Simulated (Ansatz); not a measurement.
# TaS2 (CdI2 type): how the settings move a single-point run

Aim: see which settings change the result for TaS2 (CdI2 type), by how much, and at what cost.

Computed with Ansatz 0.2.0 (reference: DFT, PBE, PAW with Ansatz's default frozen-core files, scalar-relativistic, unless a step's input says otherwise).

## Step 1: The starting structure

The structure is trigonal, space group P-3m1 (No. 164). The conventional cell has a = 3.379 Å, b = 3.379 Å, c = 6.785 Å, α = 90.00°, β = 90.00°, γ = 120.00°. Around Ta (site symmetry -3m) lie 6 S at 2.48 Å. Around S (site symmetry 3m) lie 3 Ta at 2.48 Å.

Structure file:

```xyz
3
Lattice="3.3795 0.0000 0.0000 -1.6897 2.9267 0.0000 0.0000 0.0000 6.7853" Properties=species:S:1:pos:R:3 pbc="T T T"
Ta    0.0000    0.0000    0.0000
S     0.0000    1.9511    1.5322
S     1.6897    0.9756    5.2531
```

## Step 2: The reference run

input.yaml

```yaml
crystal:
  lattice:
    - [3.379476794, 0.0, 0.0]
    - [-1.689738397, 2.9267127552, 0.0]
    - [0.0, 0.0, 6.7852631389]
  atoms:
    - { symbol: Ta, position: [0.0, 0.0, 0.0] }
    - { symbol: S, position: [0.3333333333, 0.6666666667, 0.2258086493] }
    - { symbol: S, position: [0.6666666667, 0.3333333333, 0.7741913507] }
kpoints:
  mp_grid: { grid: [12, 12, 7] }
  band_path:
    path:
      - [0.0, 0.0, 0.0]
      - [0.5, 0.0, 0.0]
      - [0.3333333333, 0.3333333333, 0.0]
      - [0.0, 0.0, 0.0]
      - [0.0, 0.0, 0.5]
      - [0.5, 0.0, 0.5]
      - [0.3333333333, 0.3333333333, 0.5]
      - [0.0, 0.0, 0.5]
      - [0.5, 0.0, 0.5]
    npoints: 8
scf:
  occupations: { method: fermi_dirac, width: 0.08 }
hamiltonian:
  xc: pbe
  pseudopotentials: { kind: paw }
output:
  forces: true
  stress: true
  eigenvalues: true
  efg: { contact_densities: true }
  populations: true
  bader: true
  dos: { projected: true, de: 0.2, e_range: [-14, 8] }
  write_density: true
  write_potential: true
  elf: true
  volumetric_format: npy
```

Launch:

```bash
$ ansatz run input.yaml --threads 1 --pin off --max-ram 3072MiB --backend cpu --events-out ev --progress --plain --runs-dir out
```

Excerpt of the output:

```text
[...]
Basis set: ecut = 420 eV, 1319 PW (Γ), exchange–correlation on 48×48×96 points (8 copies of the dense FFT grid, shifted against one another)
[...]
k-points: 112 of 1008
[...]
SCF iter   1: F=—  HF=-11739.520399 eV  |F-HF|=—  |Δ(HF+E_count)|=         —  Δρ=2.00e-3  dr2=3.14e-3  ethr=1.77e-3  ⟨swp⟩=6.0  Hψ=10947  notcnv=0
preconditioner: auto → LDOS  [metal: Δε(μ)=0.058 eV  Ē_g=8.618 eV  σ=0.080 eV  W_gap=0.18  n_scr=10 (ndim 8)  ℏωp=18.7 eV  f_vac=0.116  D(μ)=1.49/eV (n_scr^D=4)  β→1.0]
SCF iter   2: F=—  HF=-11739.520123 eV  |F-HF|=—  |Δ(HF+E_count)|=   2.77e-4  Δρ=6.38e-4  dr2=3.73e-4  ethr=1.26e-5  ⟨swp⟩=2.2  Hψ=3764  notcnv=0
[...]
SCF iter   5: F=—  HF=-11739.520089 eV  |F-HF|=—  |Δ(HF+E_count)|=   3.77e-6  Δρ=3.40e-5  dr2=1.17e-6  ethr=6.25e-8  ⟨swp⟩=2.0  Hψ=2761  notcnv=0
SCF iter   6: F=-11739.520089 eV  HF=-11739.520089 eV  |F-HF|=1.57e-8  |Δ(HF+E_count)|=   3.13e-7  Δρ=4.91e-6  dr2=2.30e-8  ethr=4.00e-10  ⟨swp⟩=8.6  Hψ=14758  notcnv=0
[...]
SCF converged after 6 iterations
Free energy (F): -11739.520089 eV
[...]
E sigma→0 (E₀):  -11739.504438 eV
[...]
Fermi energy:    8.336514 eV
[...]
  P = ⅓ Tr σ = 0.0200 GPa (0.200 kbar)
[...]
```

It took 28 s on 1 thread, shared host.

## Step 3: Changing settings: xc rpbe, accuracy high, ecutrho_ratio 8

Changes to input.yaml since step 2:

```diff
@@ -26,3 +26,3 @@
 hamiltonian:
-  xc: pbe
+  xc: rpbe
   pseudopotentials: { kind: paw }
@@ -34,7 +34,4 @@
   populations: true
-  bader: true
-  dos: { projected: true, de: 0.2, e_range: [-14, 8] }
-  write_density: true
-  write_potential: true
-  elf: true
-  volumetric_format: npy
+accuracy: high
+basis:
+  ecutrho_ratio: 8
```

Launch:

```bash
$ ansatz run input.yaml --threads 1 --pin off --max-ram 3072MiB --backend cpu --events-out ev --progress --plain --runs-dir out
```

The log of the run:

```text
Ta: output.efg is read without spin–orbit coupling, which moves field gradients at and beside such atoms by some per cent and up to a factor of two; PAW files take it under magnetization.noncollinear and magnetization.spin_orbit
Engine: ansatz 0.2.0
Pseudopotentials: kind: paw
Pseudopotential: Ta, paw, valence charge 13, recommended cutoff 420 eV (normal)
Pseudopotential: S, paw, valence charge 6, recommended cutoff 420 eV (normal)
Functional definition: RPBE
  parameter kappa = 0.804
  parameter beta = 0.06672455060314922
  exchange = rpbe_x(kappa = kappa, mu = beta*pi^2/3)
  correlation = pbe_c(beta = beta)
Crystal: 3 atoms, lattice volume = 67.111 Å³
Basis set: ecut = 420 eV, 1319 PW (Γ), exchange–correlation on 72×72×150 points (8 copies of the dense FFT grid, shifted against one another)
Bands: 17, of which v1, the nominal top of the filled ones, is band 13 counted from 1 (12 counted from 0)
Symmetry: 12 space group operations
Space group: P-3m1 (ITA 164), of the structure as read, at distance tolerance 4.1e-5 Å
k-points: 112 of 1008
Non-local potential: Ta, projectors of the file, l = 0: 3, l = 1: 2, l = 2: 2, l = 3: 1
Non-local potential: S, projectors of the file, l = 0: 2, l = 1: 2, l = 2: 2
PAW form: soft (Blöchl's): semilocal exchange-correlation on the pseudo side does not see the compensation charge
PAW frozen core: Ta, regenerated for the run's functional, and the local potential with it (the file was generated under x = pbe(κ = 0.804, μ = 0.2195149727645171), c = pbe(β = 0.06672455060314922))
PAW frozen core: S, regenerated for the run's functional, and the local potential with it (the file was generated under x = pbe(κ = 0.804, μ = 0.2195149727645171), c = pbe(β = 0.06672455060314922))
PAW one-centre angular grid: Ta, 590 points (default); XC on 64 Gauss nodes
PAW one-centre angular grid: S, 110 points (default); XC on 64 Gauss nodes
Initial density: superposition of atomic densities (neutral atoms: chi_scale 0, normalization atom), corrected by the library's trained network
Initial wavefunctions: pseudopotential atomic-orbital guess
Functional: x = rpbe, c = pbe(β = 0.06672455060314922)
SCF iter   1: F=—  HF=-11758.996042 eV  |F-HF|=—  |Δ(HF+E_count)|=         —  Δρ=2.73e-3  dr2=4.20e-3  ethr=1.77e-3  ⟨swp⟩=6.0  Hψ=11084  notcnv=0
preconditioner: auto → LDOS  [metal: Δε(μ)=0.057 eV  Ē_g=8.661 eV  σ=0.080 eV  W_gap=0.17  n_scr=10 (ndim 8)  ℏωp=18.7 eV  f_vac=0.116  D(μ)=1.49/eV (n_scr^D=4)  β→1.0]
SCF iter   2: F=—  HF=-11758.996847 eV  |F-HF|=—  |Δ(HF+E_count)|=   8.05e-4  Δρ=7.75e-4  dr2=6.53e-4  ethr=1.68e-5  ⟨swp⟩=2.1  Hψ=3979  notcnv=0
SCF iter   3: F=—  HF=-11758.996829 eV  |F-HF|=—  |Δ(HF+E_count)|=   1.80e-5  Δρ=5.12e-4  dr2=2.95e-4  ethr=2.61e-6  ⟨swp⟩=2.1  Hψ=3004  notcnv=0
SCF iter   4: F=—  HF=-11758.996752 eV  |F-HF|=—  |Δ(HF+E_count)|=   7.77e-5  Δρ=1.07e-4  dr2=9.35e-6  ethr=1.18e-6  ⟨swp⟩=2.0  Hψ=2612  notcnv=0
SCF iter   5: F=—  HF=-11758.996752 eV  |F-HF|=—  |Δ(HF+E_count)|=   1.74e-7  Δρ=1.66e-5  dr2=3.29e-7  ethr=3.74e-8  ⟨swp⟩=2.0  Hψ=2886  notcnv=0
iter 6 met the thresholds in force, and the SCF goes on for the forces or the stress (scf.convergence.dr2_threshold)
SCF iter   6: F=-11758.996752 eV  HF=-11758.996752 eV  |F-HF|=2.73e-11  |Δ(HF+E_count)|=   6.24e-8  Δρ=3.95e-6  dr2=8.04e-9  ethr=4.00e-10  ⟨swp⟩=7.0  Hψ=9119  notcnv=0
SCF iter   7: F=—  HF=-11758.996752 eV  |F-HF|=—  |Δ(HF+E_count)|=   2.32e-9  Δρ=6.32e-7  dr2=2.28e-10  ethr=3.21e-11  ⟨swp⟩=2.0  Hψ=2893  notcnv=0
SCF iter   8: F=-11758.996752 eV  HF=-11758.996752 eV  |F-HF|=5.46e-12  |Δ(HF+E_count)|=  2.93e-10  Δρ=1.29e-7  dr2=1.57e-11  ethr=1.00e-12  ⟨swp⟩=7.0  Hψ=9569  notcnv=0
SCF 1 converged in 8 iterations: F = -11758.996752 eV  dr2 = 1.57e-11
NSCF: frozen V_eff on 65 k-points
SCF converged after 8 iterations
Free energy (F): -11758.996752 eV
Harris-Foulkes:  -11758.996752 eV  (|F-HF|=5.46e-12)
Internal energy: -11758.965459 eV  (E = F + TS)
E sigma→0 (E₀):  -11758.981105 eV
Entropy (-TS):   -0.031293 eV (-10.431 meV/atom)
Fermi energy:    8.458946 eV
--- Per-component energies (eV) ---
  E_band       = -240.246548
  E_kinetic    = 578.876302
  E_local      = -1875.566627  (includes V_loc(G=0)·N_el)
  E_nonlocal   = 69.115787
  E_hartree    = 743.654608
  E_xc         = -413.558085
  E_vxc        = -378.773465  (∫ρ·V_xc dr)
  E_paw        = -9615.684921  (= ΣΔE_a)
  E_vpaw       = -121.207899  (= ΣTr[D̂ρ^β])
  E_aug_tail   = -0.000004  (compensation charges beyond the density's cutoff)
  E_ewald      = -1245.701556
  E_core_change = -0.100963  (= ΣΔE_core)
  E_smearing   = -0.031293  (= −TS)
  E_closure    = -0.000000  (closes the sum)
  Σ components = -11758.996752   (vs F -11758.996752, Δ=0.00e0)
--- Forces (eV/Å), atoms counted from 1 ---
  atom   1  Ta     0.00000000    -0.00000000     0.00000000
  atom   2  S      0.00000000     0.00000000     0.13693785
  atom   3  S     -0.00000000    -0.00000000    -0.13693785
  max |Σ_I F_I| component: 2.78e-17 eV/Å
--- Stress (GPa, compression-positive) ---
        2.274668      -0.000000       0.000000
       -0.000000       2.274668       0.000000
        0.000000       0.000000       1.980165
  P = ⅓ Tr σ = 2.1765 GPa (21.765 kbar)
--- PAW observables at the nuclei: V_zz in 10²¹ V/m², potentials from the cell's mean, atoms counted from 1 ---
  atom   1  Ta V_zz =   -16.425024   η = 0.0000   by run symmetry: allowed
            electrostatic potential = -14485.384684 V   contact ρ = 8159297.882834 e/Å³
  atom   2  S  V_zz =    -1.306164   η = 0.0000   by run symmetry: allowed
            electrostatic potential = -1634.958626 V   contact ρ = 19787.501527 e/Å³
  atom   3  S  V_zz =    -1.306164   η = 0.0000   by run symmetry: allowed
            electrostatic potential = -1634.958626 V   contact ρ = 19787.501527 e/Å³
--- Band table (eV; the first three rows and the last of 112) ---
  k-point 0: bands = ["-60.4905", "-26.9222", "-26.9153", "-26.9153", "-6.2719", "-4.7478", "2.0751", "4.5837", "4.5837", "6.3248", "7.6387", "7.6387", "8.5667", "8.5667", "8.6464", "12.3417", "12.3417"]
  k-point 1: bands = ["-60.4905", "-26.9222", "-26.9153", "-26.9153", "-6.2622", "-4.7664", "2.1404", "4.5846", "4.5846", "6.1350", "7.6343", "7.6343", "8.5660", "8.5660", "8.7775", "12.3559", "12.3559"]
  k-point 2: bands = ["-60.4905", "-26.9222", "-26.9153", "-26.9153", "-6.2398", "-4.8085", "2.2995", "4.5865", "4.5865", "5.7484", "7.6246", "7.6246", "8.5643", "8.5643", "9.0156", "12.3882", "12.3882"]
  k-point 111: bands = ["-60.4779", "-27.0952", "-27.0952", "-26.8659", "-4.3598", "-4.3598", "3.0704", "3.2192", "3.2192", "4.8495", "4.8495", "4.9443", "9.8188", "9.9672", "9.9672", "13.0028", "13.0028"]
--- Löwdin populations: 3 sites ---
  site symbol       q [e]
     0     Ta     12.3679
     1      S      6.2163
     2      S      6.2163
  spilling = 0.007985 (of n_electrons = 25.000000)
```

Wall time 7 s (1 thread, shared host).

A change of functional puts the total energy on another scale; the pressure goes from 0.0 to 2.2 GPa and the largest force goes from 0.00 to 0.14 eV/Å. The accuracy level and numerical grids changed too.

## Step 4: Side by side

```
                                       run     ending   energy change  pressure (GPa)  gap (eV)  force (eV/Å)  cycles  time
                                 reference  converged               -             0.0      0.00          0.00       6  28 s
1: xc rpbe, accuracy high, ecutrho_ratio 8  converged  not comparable             2.2      0.00          0.14       8   7 s
```

Times don't compare one to one where runs were asked for different outputs or read a saved state (see the inputs); cycles may leave out searches for a lower state.

Residual by cycle in the longest SCF loop of each run; runs are numbered as in the table. The quantity is the density residual dr2, in eV.

```
cycle  reference    run 1
    1    0.00314   0.0042
    2     3.7e-4   6.5e-4
    3     1.5e-4   3.0e-4
    4     1.6e-5   9.4e-6
    5     1.2e-6   3.3e-7
    6     2.3e-8   8.0e-9
    7          -  2.3e-10
    8          -  1.6e-11
```

**Reading.** A change of functional puts the total energy on another scale; the pressure goes from 0.0 to 2.2 GPa and the largest force goes from 0.00 to 0.14 eV/Å. The accuracy level and numerical grids changed too.
